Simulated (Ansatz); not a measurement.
The system is Ti2C.

```
CELL_PARAMETERS angstrom
1.54070 0.88952 4.81377
-1.54070 0.88952 4.81377
0.00000 -1.77905 4.81377
ATOMIC_POSITIONS crystal
Ti 0.75450 0.75450 0.75450
Ti 0.24550 0.24550 0.24550
C 0.50000 0.50000 0.50000
```

The cell comes from a database or a generator and needn't be the stable form of this composition.

Base run:

- Program: Ansatz 0.2.0
- Functional: PBEsol
- Potentials or basis: all-electron LAPW, scalar-relativistic
- Cutoff: 297 eV
- Density cutoff: 1189 eV
- Basis error allowed: 0.002 eV/atom
- k mesh: 10 × 10 × 10
- Occupations: fermi-dirac, width 0.05 eV
- Spin: no spin polarisation

Its results: pressure -4.7 GPa; largest force 0.188 eV/Å.

Problem. The run is repeated on the same cell with these changes: functional from PBEsol to LDA. What comes out?

Solution. Pressure -9.2 GPa; largest force 0.369 eV/Å.

LDA binds more tightly than PBEsol, so the same cell stands under less pressure.

Not every run made on this cell is shown here.
